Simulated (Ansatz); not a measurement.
Start from AlSb in the zinc blende structure (space group F-43m, No. 216).

```
AlSb
1.0
    0.00000     3.11279     3.11279
    3.11279     0.00000     3.11279
    3.11279     3.11279     0.00000
Sb Al
1 1
Direct
  0.75000   0.75000   0.75000
  0.00000   0.00000   0.00000
```

Method: PBE (Ansatz, an electronic-structure program, PAW, scalar-relativistic without spin-orbit coupling), earlier PAW set.

One change was made to it. Results:

The smallest direct gap grows by 0.13 eV (1.28 eV → 1.41 eV); the valley order (the lowest conduction-band minima on the path, energy above the VBM, named in the base's zone) becomes a point along ⟨100⟩, about 0.9 Å⁻¹ from Γ 1.25 eV; L along ⟨111⟩ 1.29 eV; Γ 1.41 eV (base: L along ⟨111⟩ 1.24 eV; a point along ⟨100⟩, about 0.9 Å⁻¹ from Γ 1.27 eV; Γ 1.28 eV).

Problem. What was done to the base?
A) pressure 22.5 GPa
B) pressure 0.9 GPa
C) pressure 4.5 GPa

Solution. B, pressure 0.9 GPa. For comparison, the valley order in the other runs: pressure 4.5 GPa gives a point along ⟨100⟩, about 0.9 Å⁻¹ from Γ 1.15 eV; L along ⟨111⟩ 1.46 eV; Γ 1.88 eV; pressure 22.5 GPa gives X along ⟨100⟩ 0.74 eV; L along ⟨111⟩ 2.02 eV.

Spin-orbit coupling, missing from the scalar runs, can matter with Sb. Load acts through the strain it causes; cell and atoms are relaxed under it. Whether these cells are dynamically stable was not tested. Measured, AlSb leaves this structure (for a Cmcm phase) near 8.1 GPa (temperature not stated; as listed in Datta, Sujoy, Jana, Debnarayan, arXiv (2020)), on rising pressure, with hysteresis.
